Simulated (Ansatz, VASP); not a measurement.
# BAs: VASP beside Ansatz

Wanted: the spread between two codes on one cell, functional and k mesh. The cell is taken from a series of runs on this material, whose earlier steps may have relaxed, scaled, displaced or heated it; both programs get it as it stands.

Calculated with Ansatz 0.2.0; plane waves, with VASP 6.6.1 beside it; single point at LDA.

### Step 1. The starting structure

The structure is orthorhombic, space group Imm2 (No. 44). The conventional cell has a = 3.344 Å, b = 3.388 Å, c = 4.729 Å, α = 90.00°, β = 90.00°, γ = 90.00°. Nearest to B lie 4 As at 2.05 to 2.06 Å. As has 4 B at 2.05 to 2.06 Å nearest. Farther neighbours are not listed.

Structure file:

```cif
data_structure
_symmetry_space_group_name_H-M 'P 1'
_symmetry_Int_Tables_number 1
_cell_length_a 3.3551
_cell_length_b 3.3551
_cell_length_c 3.3880
_cell_angle_alpha 59.675
_cell_angle_beta 59.675
_cell_angle_gamma 59.783
_cell_volume 26.79
loop_
_atom_site_label
_atom_site_type_symbol
_atom_site_fract_x
_atom_site_fract_y
_atom_site_fract_z
_atom_site_occupancy
B1 B 0.99940 0.99940 0.00060 1
As2 As 0.75060 0.75060 0.74940 1
```

### Step 2. Ansatz: single point, LDA, pair 1

Ansatz runs on its default PAW (the set named soft_2) files.

With cell and atoms fixed, the geometry can't cause a difference; cores, projectors, grids and the points listed under the comparison can.

The input, input.yaml:

```yaml
crystal:
  lattice:
    - [-1.6720353045, -2.3646149982, 1.6939913211]
    - [1.6720353045, -2.3646149982, 1.6939913211]
    - [0.0, 3.5e-09, 3.3879826373]
  atoms:
    - { symbol: B, position: [-0.0005967382, -0.0005967382, 0.0005967382] }
    - { symbol: As, position: [0.7505967382, 0.7505967382, 0.7494032618] }
kpoints:
  mp_grid: { grid: [8, 8, 8] }
hamiltonian:
  xc: lda
scf:
  occupations: { method: fermi_dirac, width: 0.02 }
  n_extra_bands: 4
output:
  eigenvalues: true
  forces: true
  stress: true
```

The run is started by

```bash
ansatz run input.yaml --threads 8 --pin off --max-ram 18432MiB --backend cpu --events-out ev --progress --plain --runs-dir out
```

Numbers of over 12 decimals in the logs are rounded to 6 here.

Output:

```text
scf.n_extra_bands = 4 over 9 filled bands (N_el = 18.0): the run solves 13 bands
Engine: ansatz 0.2.0, aarch64-unknown-linux-gnu
Pseudopotentials: kind: paw
Pseudopotential: B, paw, valence charge 3, recommended cutoff 420 eV (normal), B.paw.azcp
Pseudopotential: As, paw, valence charge 15, recommended cutoff 420 eV (normal), As.paw.azcp
Functional definition: SPW92
  exchange = slater_x
  correlation = pw_c
Crystal: 2 atoms, lattice volume = 26.790 Å³
Basis set: ecut = 420 eV, 531 PW (Γ)
Bands: 13, of which v1, the nominal top of the filled ones, is band 9 counted from 1 (8 counted from 0)
Symmetry: 4 space group operations
Space group: Imm2 (ITA 44), of the structure as read, at distance tolerance 3.0e-5 Å
k-points: 95 of 512 (time reversal used)
Non-local potential: B, projectors of the file, l = 0: 2, l = 1: 2, l = 2: 1
Non-local potential: As, projectors of the file, l = 0: 2, l = 1: 2, l = 2: 3, l = 3: 1
PAW form: soft (Blöchl's): semilocal exchange-correlation on the pseudo side does not see the compensation charge
PAW frozen core: B, regenerated for the run's functional, and the local potential with it (the file was generated under x = pbe(κ = 0.804, μ = 0.219515), c = pbe(β = 0.066725))
PAW frozen core: As, regenerated for the run's functional, and the local potential with it (the file was generated under x = pbe(κ = 0.804, μ = 0.219515), c = pbe(β = 0.066725))
PAW one-centre angular grid: B, 110 points (default); XC on 64 Gauss nodes
PAW one-centre angular grid: As, 590 points (default); XC on 64 Gauss nodes
Initial density: superposition of atomic densities (neutral atoms: chi_scale 0, normalization atom), corrected by the library's trained network
Initial wavefunctions: pseudopotential atomic-orbital guess
Functional: x = slater, c = lda
SCF iter   1: F=—  HF=-4923.527024 eV  |F-HF|=—  |Δ(HF+E_count)|=         —  Δρ=7.21e-3  dr2=1.38e-2  ethr=1.77e-3  ⟨swp⟩=6.0  Hψ=6804  notcnv=0
preconditioner: auto → none  [insulator: Δε(μ)=1.017 eV  Ē_g=12.487 eV  σ=0.020 eV  W_gap=1.00  n_scr=8 (ndim 8)  ℏωp=20.3 eV  f_vac=0.000  D(μ)=0.00/eV (n_scr^D=0)  ε∞_Penn≈3.6]
SCF iter   2: F=—  HF=-4923.522704 eV  |F-HF|=—  |Δ(HF+E_count)|=   4.32e-3  Δρ=2.13e-3  dr2=6.75e-4  ethr=7.64e-5  ⟨swp⟩=2.0  Hψ=2412  notcnv=0
SCF iter   3: F=—  HF=-4923.522394 eV  |F-HF|=—  |Δ(HF+E_count)|=   3.10e-4  Δρ=1.03e-3  dr2=1.19e-4  ethr=3.75e-6  ⟨swp⟩=2.0  Hψ=2469  notcnv=0
SCF iter   4: F=—  HF=-4923.522372 eV  |F-HF|=—  |Δ(HF+E_count)|=   2.22e-5  Δρ=3.93e-4  dr2=1.59e-5  ethr=6.63e-7  ⟨swp⟩=1.0  Hψ=1235  notcnv=0
SCF iter   5: F=—  HF=-4923.522368 eV  |F-HF|=—  |Δ(HF+E_count)|=   4.36e-6  Δρ=7.43e-5  dr2=5.98e-7  ethr=8.84e-8  ⟨swp⟩=2.2  Hψ=1966  notcnv=0
SCF iter   6: F=-4923.522368 eV  HF=-4923.522368 eV  |F-HF|=2.57e-10  |Δ(HF+E_count)|=   5.15e-8  Δρ=6.21e-6  dr2=3.50e-9  ethr=5.56e-10  ⟨swp⟩=4.3  Hψ=4112  notcnv=0
SCF 1 converged in 6 iterations: F = -4923.522368 eV  dr2 = 3.50e-9
  greatest PAW one-centre occupation: 0.999 electrons in one spin orbital (limit 2), on the As atom at site 1 (counted from 0), in its partial waves of l = 2
SCF converged after 6 iterations
Free energy (F): -4923.522368 eV
Harris-Foulkes:  -4923.522368 eV  (|F-HF|=2.57e-10)
Internal energy: -4923.522368 eV  (E = F + TS)
E sigma→0 (E₀):  -4923.522368 eV
Fermi energy:    11.664255 eV
--- Per-component energies (eV) ---
  E_band       = -212.090634
  E_kinetic    = 153.382884
  E_local      = -1688.063841  (includes V_loc(G=0)·N_el)
  E_nonlocal   = -651.948373
  E_hartree    = 935.812371
  E_xc         = -111.351884
  E_vxc        = -118.268681  (∫ρ·V_xc dr)
  E_paw        = -1827.848510  (= ΣΔE_a)
  E_vpaw       = 221.182729  (= ΣTr[D̂ρ^β])
  E_aug_tail   = 0.000008  (compensation charges beyond the density's cutoff)
  E_ewald      = -1735.626088
  E_core_change = 2.121064  (= ΣΔE_core)
  E_smearing   = -0.000000  (= −TS)
  E_closure    = 0.000000  (closes the sum)
  Σ components = -4923.522368   (vs F -4923.522368, Δ=0.00e0)
--- Forces (eV/Å), atoms counted from 1 ---
  atom   1  B      0.00000000     0.00001081    -0.00000000
  atom   2  As     0.00000000    -0.00001128     0.00000000
  max |Σ_I F_I| component: 4.75e-7 eV/Å
--- Stress (GPa, compression-positive) ---
       -0.067352      -0.000000       0.000000
       -0.000000      -0.703323      -0.000000
        0.000000      -0.000000      -4.015565
  P = ⅓ Tr σ = -1.5954 GPa (-15.954 kbar)
--- Band table (eV; the first three rows and the last of 95) ---
  k-point 0: bands = [... 5 lower, -4.4323, 11.0434, 11.1470, 11.1554, 14.3044, 14.3463, 14.5063, 15.9979]
  k-point 1: bands = [... 5 lower, -4.1761, 9.0838, 10.6878, 10.7053, 14.5736, 14.9213, 15.0729, 17.1706]
  k-point 2: bands = [... 5 lower, -3.4304, 6.0920, 9.9828, 9.9931, 14.3159, 15.7470, 15.8428, 19.0310]
  k-point 94: bands = [... 5 lower, -0.1923, 2.6430, 6.8332, 7.0353, 12.2849, 12.5798, 22.5042, 22.5727]
```

The column dr2 measures how far the density is from self-consistency, as an energy; F and HF (Harris–Foulkes) agree once it is small.

The run ends at a pressure of -1.60 GPa.

### Step 3. VASP: single point, LDA, pair 1

The same cell, functional (in two slightly different forms), mesh and smearing now go to VASP, with its own data sets.

Lines of VASP's logs that name or quote its potential files are left out, and so is its time.

The input, INCAR:

```
SYSTEM = BAs
PREC = Accurate
ENCUT = 500
EDIFF = 1E-06
NELM = 120
ISMEAR = -1
SIGMA = 0.02
LREAL = .FALSE.
ALGO = Normal
GGA = PW92
NBANDS = 10
LORBIT = 11
LWAVE = .FALSE.
LCHARG = .FALSE.
ISIF = 2
LASPH = .TRUE.
GGA_COMPAT = .FALSE.
EFERMI = MIDGAP
```

The input, POSCAR:

```
BAs
1.0
   -1.6720353045     -2.3646149982      1.6939913211
    1.6720353045     -2.3646149982      1.6939913211
    0.0000000000      0.0000000035      3.3879826373
B As
1 1
Direct
    0.9994032618      0.9994032618      0.0005967382
    0.7505967382      0.7505967382      0.7494032618
```

The input, KPOINTS:

```
Automatic mesh
0
Gamma
8 8 8
0 0 0
```

PAW data sets: B and As (LDA family, release 64).

The run is started by

```bash
mpirun -np 1 vasp_std
```

Output:

```text
[banner, memory and clock lines left out]
running    1 mpi-ranks, on    1 nodes
 distrk:  each k-point on    1 cores,    1 groups
 distr:  one band on    1 cores,    1 groups

 POSCAR found type information on POSCAR B As
 POSCAR found :  2 types and       2 ions
|                                                                             |
|               ----> ADVICE to this user running VASP <----                  |
|                                                                             |
|     You enforced a specific xc type in the INCAR file but a different       |
|     [... a line on the potential file left out ...]
|     I HOPE YOU KNOW WHAT YOU ARE DOING!                                     |
|                                                                             |

 LDA part: xc-table for (Slater(with rela. corr.)+PW92), standard interpolation
 POSCAR, INCAR and KPOINTS ok, starting setup
 FFT: planning ... GRIDC
 FFT: planning ... GRID_SOFT
 FFT: planning ... GRID
 WAVECAR not read
 entering main loop
       N       E                     dE             d eps       ncg     rms          rms(c)
DAV:   1     0.976986933508E+01    0.97699E+01   -0.37617E+03  1900   0.688E+02
DAV:   2    -0.130769612908E+02   -0.22847E+02   -0.21876E+02  2534   0.106E+02
DAV:   3    -0.136817712876E+02   -0.60481E+00   -0.60379E+00  2290   0.169E+01
DAV:   4    -0.136833224830E+02   -0.15512E-02   -0.15511E-02  2300   0.955E-01
DAV:   5    -0.136833248131E+02   -0.23300E-05   -0.23300E-05  2282   0.377E-02    0.513E+00
DAV:   6    -0.130205583869E+02    0.66277E+00   -0.18041E+00  2042   0.587E+00    0.243E+00
DAV:   7    -0.129359754718E+02    0.84583E-01   -0.20826E-01  2306   0.245E+00    0.896E-01
DAV:   8    -0.129225152276E+02    0.13460E-01   -0.25068E-02  2100   0.881E-01    0.103E-01
DAV:   9    -0.129225403542E+02   -0.25127E-04   -0.73135E-04  2170   0.181E-01    0.585E-02
DAV:  10    -0.129225470478E+02   -0.66936E-05   -0.85802E-05  2088   0.560E-02    0.138E-02
DAV:  11    -0.129225484196E+02   -0.13718E-05   -0.16176E-06  2266   0.939E-03    0.126E-02
DAV:  12    -0.129225482676E+02    0.15202E-06   -0.73037E-07  1210   0.389E-03
   1 F= -.12922548E+02 E0= -.12922548E+02  d E =-.685754E-13
```

From OUTCAR (step 3):

```text
ion  position               nearest neighbor table
   1  0.999  0.999  0.001-   2 2.05   2 2.05   2 2.06   2 2.06
   2  0.751  0.751  0.749-   1 2.05   1 2.05   1 2.06   1 2.06

  LATTYP: Found a body centered orthorhombic cell.
 ALAT       =     3.3440706090
 B/A-ratio  =     1.0131313101
 C/A-ratio  =     1.4142135597

 Subroutine GETGRP returns: Found  4 space group operations
 (whereof  4 operations were pure point group operations)

The static configuration has the point symmetry C_2v.

 Found     95 irreducible k-points:

   k-points           NKPTS =     95   k-points in BZ     NKDIM =     95   number of bands    NBANDS=     10

   dimension x,y,z NGX =    24 NGY =   24 NGZ =   28
   dimension x,y,z NGXF=    48 NGYF=   48 NGZF=   56

   ENCUT  =  500.0 eV  36.75 Ry    6.06 a.u.   6.12  6.12  6.18*2*pi/ulx,y,z

   NELECT =       8.0000    total number of electrons

 k-points in reciprocal lattice and weights: Automatic mesh
   0.00000000  0.00000000  0.00000000       0.002
   0.12500000 -0.00000000 -0.00000000       0.008
   0.25000000 -0.00000000 -0.00000000       0.008
   0.37500000 -0.00000000  0.00000000       0.008
   0.50000000 -0.00000000 -0.00000000       0.004
   0.12500000  0.12500000 -0.00000000       0.004
   0.25000000  0.12500000  0.00000000       0.008
   0.37500000  0.12500000 -0.00000000       0.008
   0.50000000  0.12500000 -0.00000000       0.008
[...]
0.25000000  0.25000000  0.50000000       0.004
  -0.25000000  0.25000000  0.50000000       0.004

 average (electrostatic) potential at core
       1 -31.7325       2 -51.8245

 E-fermi :   6.9026

 k-point     1 :       0.0000    0.0000    0.0000
  band No.  band energies     occupation
      1      -9.1781      2.00000
      2       6.2816      2.00000
      3       6.3855      2.00000
      4       6.3938      2.00000
      5       9.5407      0.00000
      6       9.5835      0.00000
      7       9.7432      0.00000
      8      11.2816      0.00000
      9      15.8036      0.00000
    ...

 k-point     2 :       0.1250   -0.0000   -0.0000
  band No.  band energies     occupation
      1      -8.9160      2.00000
      2       4.4410      2.00000
      3       5.8264      2.00000
      4       5.9350      2.00000
      5       9.7223      0.00000
      6      10.1370      0.00000
      7      10.2590      0.00000
      8      12.5116      0.00000
      9      16.7914      0.00000
    ...

 k-point     3 :       0.2500   -0.0000   -0.0000
  band No.  band energies     occupation
      1      -8.1515      2.00000
      2       1.4291      2.00000
      3       5.0964      2.00000
      4       5.2037      2.00000
      5       9.4118      0.00000
      6      10.9409      0.00000
      7      11.0578      0.00000
      8      14.2971      0.00000
      9      17.5039      0.00000
    ...

  Total        0.1210489      0.0113224     -0.5439556      0.0000000     -0.0000000      0.0000000
  in kB        7.2392614      0.6771315    -32.5309663      0.0000000     -0.0000000      0.0000000
  external PRESSURE =      -8.2048578 kB  Pullay stress =       0.0000000 kB

  energy-cutoff  :      500.00
  volume of cell :       26.79
      direct lattice vectors                 reciprocal lattice vectors
    -1.672035305 -2.364614998  1.693991321    -0.299036748 -0.211450913  0.000000000
     1.672035305 -2.364614998  1.693991321     0.299036748 -0.211450913  0.000000000
     0.000000000  0.000000003  3.387982637     0.000000000  0.211450913  0.295160898

 POSITION                                       TOTAL-FORCE (eV/Angst)
 -----------------------------------------------------------------------------------
      0.00000     -4.72641      3.38798         0.000000      0.003188     -0.000000
      0.00000     -3.54974      5.08197         0.000000     -0.003188      0.000000
 -----------------------------------------------------------------------------------
    total drift:                               -0.000000     -0.000150     -0.000000

  FREE ENERGIE OF THE ION-ELECTRON SYSTEM (eV)
  ---------------------------------------------------
  free  energy   TOTEN  =       -12.9225482676 eV

  energy  without entropy=      -12.9225482676  energy(sigma->0) =      -12.92254827

 total charge
# of ion       s       p       d       tot
------------------------------------------
    1        0.653   1.200   0.000   1.853
    2        1.178   1.689   0.090   2.957
--------------------------------------------------
tot          1.831   2.889   0.090   4.810

[... 3 further parts left out ...]
```

The run ends at a pressure of -0.82 GPa, with forces up to 0.0032 eV/Å.

### Step 4. Differences

Known differences besides the potentials themselves: the data sets hold 18 valence electrons in Ansatz (on its default PAW (the set named soft_2) files) and 8 in VASP; the cutoff is 420 eV in Ansatz and 500 eV in VASP; VASP's log shows a relativistic correction to its local exchange, Ansatz's none. Total energies have different zeros and are not compared.

The two programs side by side:

| quantity | Ansatz | VASP | difference |
| --- | --- | --- | --- |
| pressure (GPa) | -1.60 | -0.82 | -0.77 |
| gap on the k mesh (eV) | 1.022 | 1.018 | +0.004 |

At this near-relaxed geometry the largest component of a force difference is 3 meV/Å. A gap on the mesh is an upper bound, since the band edges may lie between its points.

### Step 5. VASP: single point, LDA, pair 2

A single point gives forces, pressure and levels at one fixed geometry, so differences don't come from the geometry; what else differs is listed under the comparison. The cell compared in this pair holds 26.98 Å³, against 26.79 Å³ for the pair before.

INCAR is that of step 3.

The input, POSCAR:

```
BAs
1.0
   -1.6720353045     -2.3646149982      1.7058137930
    1.6720353045     -2.3646149982      1.7058137930
    0.0000000000      0.0000000036      3.4116275809
B As
1 1
Direct
    0.9991063049      0.9991063049      0.0008936951
    0.7508936951      0.7508936951      0.7491063049
```

KPOINTS is that of step 3.

The run is started by

```bash
mpirun -np 1 vasp_std
```

Output:

```text
[banner, memory and clock lines left out]
running    1 mpi-ranks, on    1 nodes
[...]
[... a notice as in an earlier step ...]

 LDA part: xc-table for (Slater(with rela. corr.)+PW92), standard interpolation
 POSCAR, INCAR and KPOINTS ok, starting setup
[...]
entering main loop
       N       E                     dE             d eps       ncg     rms          rms(c)
DAV:   1     0.990629047935E+01    0.99063E+01   -0.37178E+03  1900   0.678E+02
DAV:   2    -0.130381931894E+02   -0.22944E+02   -0.21991E+02  2652   0.104E+02
DAV:   3    -0.136613647129E+02   -0.62317E+00   -0.62157E+00  2262   0.171E+01
DAV:   4    -0.136632866257E+02   -0.19219E-02   -0.19218E-02  2326   0.103E+00
[...]
DAV:  10    -0.129175158590E+02   -0.66899E-05   -0.85630E-05  2068   0.561E-02    0.136E-02
DAV:  11    -0.129175172593E+02   -0.14003E-05   -0.16845E-06  2254   0.952E-03    0.124E-02
DAV:  12    -0.129175171124E+02    0.14691E-06   -0.71149E-07  1206   0.387E-03
   1 F= -.12917517E+02 E0= -.12917517E+02  d E =-.259418E-12
```

OUTCAR, selected parts (step 5):

```text
  Total        0.0899123     -0.0777760     -0.9179252      0.0000000     -0.0000000      0.0000000
  in kB        5.3398880     -4.6191132    -54.5155485      0.0000000     -0.0000001      0.0000000
  external PRESSURE =     -17.9315912 kB  Pullay stress =       0.0000000 kB

 POSITION                                       TOTAL-FORCE (eV/Angst)
 -----------------------------------------------------------------------------------
      0.00000     -4.72500      3.41163         0.000000      0.004831     -0.000000
      0.00000     -3.55115      5.11744         0.000000     -0.004831      0.000000
 -----------------------------------------------------------------------------------
    total drift:                                0.000000     -0.000247      0.000000

  FREE ENERGIE OF THE ION-ELECTRON SYSTEM (eV)
  ---------------------------------------------------
  free  energy   TOTEN  =       -12.9175171124 eV

  energy  without entropy=      -12.9175171124  energy(sigma->0) =      -12.91751711

[... 1 part as in an earlier step ...]

[... 2 further parts left out ...]
[key lines of the parts left out:]
E-fermi :   6.8139
```

The run ends at a pressure of -1.79 GPa, with forces up to 0.0048 eV/Å.

### Step 6. Ansatz: single point, LDA, pair 2

The same cell, functional (in two slightly different forms), mesh and smearing now go to Ansatz, which takes its cutoff from its data sets.

The cell is taken from a series of runs on this material, whose earlier steps may have relaxed, scaled, displaced or heated it; both programs get it as it stands.

input.yaml, the sections that differ from step 2:

```yaml
crystal:
  lattice:
    - [-1.6720353045, -2.3646149982, 1.705813793]
    - [1.6720353045, -2.3646149982, 1.705813793]
    - [0.0, 3.6e-09, 3.4116275809]
  atoms:
    - { symbol: B, position: [-0.0008936951, -0.0008936951, 0.0008936951] }
    - { symbol: As, position: [0.7508936951, 0.7508936951, 0.7491063049] }
# kpoints, hamiltonian, scf, output: as in step 2
```

The run is started by

```bash
ansatz run input.yaml --threads 8 --pin off --max-ram 18432MiB --backend cpu --events-out ev --progress --plain --runs-dir out
```

Output:

```text
[...]
Crystal: 2 atoms, lattice volume = 26.977 Å³
Basis set: ecut = 420 eV, 531 PW (Γ)
Bands: 13, of which v1, the nominal top of the filled ones, is band 9 counted from 1 (8 counted from 0)
Symmetry: 4 space group operations
[...]
k-points: 95 of 512 (time reversal used)
[...]
--- Band table (eV; the first three rows and the last of 95) ---
  k-point 0: bands = [... 5 lower, -4.4807, 10.8976, 11.0492, 11.0625, 14.1391, 14.1886, 14.4479, 15.8200]
  k-point 1: bands = [... 5 lower, -4.2276, 8.9495, 10.5891, 10.6135, 14.4500, 14.7666, 15.0002, 16.9764]
  k-point 2: bands = [... 5 lower, -3.4917, 5.9783, 9.8948, 9.9122, 14.2076, 15.5960, 15.7497, 18.8633]
  k-point 94: bands = [... 5 lower, -0.2601, 2.5896, 6.6788, 6.9841, 12.0838, 12.5189, 22.3097, 22.4144]
[key lines of the parts left out:]
SCF converged after 6 iterations
Free energy (F): -4923.516400 eV
Fermi energy:    11.541959 eV
P = ⅓ Tr σ = -2.5426 GPa (-25.426 kbar)
```

The run ends at a pressure of -2.54 GPa.

### Step 7. Side by side

What differs besides the data sets and the points named for the pairs above, as far as they apply: the data sets hold 18 valence electrons in Ansatz (on its default PAW (the set named soft_2) files) and 8 in VASP. Total energies have different zeros and are not compared.

Compared:

| quantity | Ansatz | VASP | difference |
| --- | --- | --- | --- |
| pressure (GPa) | -2.54 | -1.79 | -0.75 |
| gap on the k mesh (eV) | 0.965 | 0.961 | +0.004 |

At this near-relaxed geometry the largest component of a force difference is 5 meV/Å. A gap on the mesh is an upper bound, since the band edges may lie between its points.

(Part 1 of 2 ends here.)

[Lines on the potential files, build, host, timing and source positions are cut from VASP's logs without a mark.]

[Logs are printed without paths, hosts, clocks, repeated set-up lines and the standing remarks that a program may print on its own settings, such as how far it seeks lower states.]

[Hosts, paths, dates, database ids (printed as entryN), source tags and the programs' standing remarks are cut or masked in the printed files.]
